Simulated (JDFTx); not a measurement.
MgS (Niningerite):

```
S Mg
1.0
     0.00000    2.60165    2.60165
     2.60165    0.00000    2.60165
     2.60165    2.60165    0.00000
S Mg
1 1
Direct
  0.50000 0.50000 0.50000
  0.00000 0.00000 0.00000
```

Program: JDFTx 1.7.0 (patched build). Alike in all runs: task single point; potentials or basis SG15-PBE-1.2 with smoothed tails; no spin polarisation; cell as given; k mesh 4 × 4 × 4; cutoff (eV) 1088; smearing fermi-dirac 0.05 eV; the mesh is coarse, so values aren't converged.

Question: Order these runs on this cell by their band gap on the k mesh, lowest first.
A. level r2SCAN
B. level LDA
C. level PBEsol
D. level TASK
E. level HLE16

Answer: B (2.43 eV), C (2.68 eV), A (3.50 eV), E (3.87 eV), D (5.17 eV).

Caveats: all runs use coarse meshes; the potentials were made for a functional far from this one (some runs); the empty levels aren't tightly converged (some runs).

A k mesh can miss the band edges.

Runs at the PBE level aren't shown here.
